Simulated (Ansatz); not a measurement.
Crystal: BP.

```
P B
1.0
     0.00000    2.26900    2.26900
     2.26900    0.00000    2.26900
     2.26900    2.26900    0.00000
P B
1 1
Direct
  0.75000 0.75000 0.75000
  0.00000 0.00000 0.00000
```

Base run:

| Quantity | Value |
| --- | --- |
| Program | Ansatz 0.2.0 |
| Functional | LDA |
| Potentials or basis | all-electron PAW datasets made for the crystal |
| Cutoff | 310 eV |
| Density cutoff | 1240 eV |
| k mesh | 10 × 10 × 10 |
| Occupations | fixed |
| Spin | no spin polarisation |

Its results: band gap on the k mesh 1.19 eV, indirect (least direct gap 3.38 eV); electronic dielectric tensor (diagonal) 9.16.

Question: The run is repeated on the same cell with these changes: functional from LDA to PBEsol. What comes out?

Answer: Band gap on the k mesh 1.14 eV, indirect (least direct gap 3.36 eV); electronic dielectric tensor (diagonal) 9.26.

Caveats: the program warned that the printed levels may be off, so bands, gaps and densities of states are rough.

A k mesh can miss the band edges.

Not every run made on this cell is shown here.
